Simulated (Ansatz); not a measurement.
Skutterudite CoSb3 was calculated with LDA in Ansatz (PAW).

Run with plane-wave cutoff 520 eV, 6×6×6 k mesh, Fermi–Dirac smearing 0.01 eV, no spin polarisation, scalar-relativistic PAW data made under PBE.

Computed at the level's own relaxed cell.

Estimate the lattice constant a and band gap that the calculation returns.


- lattice constant a: 8.915 Å
- band gap: 0.29 eV

Measured, for comparison: band gap 0.63 eV (temperature not stated, not corrected to a static lattice; as tabulated in Kim et al. (2020), doi:10.1038/s41597-020-00723-8); lattice constant a 9.037 Å (room temperature, not corrected to a static lattice; as tabulated in Alexeev et al. (2016), arXiv:1601.07731). Computed (rounded) less measured: lattice constant a -1.4 %. A static lattice is as a rule a little smaller and stiffer than an uncorrected measurement, which can account for part of this.

Spin–orbit coupling is not included; it can close the smallest gap of 0.29 eV.

Static lattice: no zero-point or thermal effects.

Cost on a shared machine: roughly 11 core-minutes.

Ansatz is a program for electronic structure.
